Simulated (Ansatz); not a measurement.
**A sublattice moved along a line in ZnS**

Computed with DFT LDA, scalar-relativistic, plane waves, PAW in Ansatz 0.2.0. The runs took a 420 eV cutoff, a Γ-centred 12×12×6 mesh and Gaussian smearing (0.05 eV). No spin polarisation. Energies are free energies at this smearing, counted from the undisturbed cell; pressure is positive in compression.

Reference structure (as given, not relaxed at this level; it stands at -3.9 GPa):

```xyz
4
Lattice="3.8110 0.0000 0.0000 -1.9055 3.3004 0.0000 0.0000 0.0000 6.2340" Properties=species:S:1:pos:R:3 pbc="T T T"
Zn    0.0000    2.2003    0.0000
Zn    1.9055    1.1001    3.1170
S     0.0000    2.2003    2.4001
S     1.9055    1.1001    5.5171
```

Every Zn atom is moved by x along the Cartesian unit vector (1.000, 0.000, 0.000); the cell and all other atoms stay fixed.

| x (Å) | ΔE (meV/cell) | force along x on the moved atoms (eV/Å) | gap on the mesh (eV) |
| --- | --- | --- | --- |
| -0.5000 | 1932.4 | 9.00 | 1.93 |
| -0.2500 | 423.0 | 3.55 | 1.91 |
| 0.0000 | 0.0 | 0.00 | 1.99 |
| 0.1250 | 102.0 | -1.65 | 1.94 |
| 0.3750 | 1008.5 | -5.92 | 1.92 |
| 0.4375 | 1422.5 | -7.36 | 1.93 |

By symmetry 0.5000 repeats -0.5000, -0.3750 repeats 0.3750, 0.2500 repeats -0.2500, -0.1250 repeats 0.1250 in energy, with the opposite slope along the path.

Cost: 6 runs of about 3.7 core-minutes in all, on Arm Neoverse V2 (shared hosts).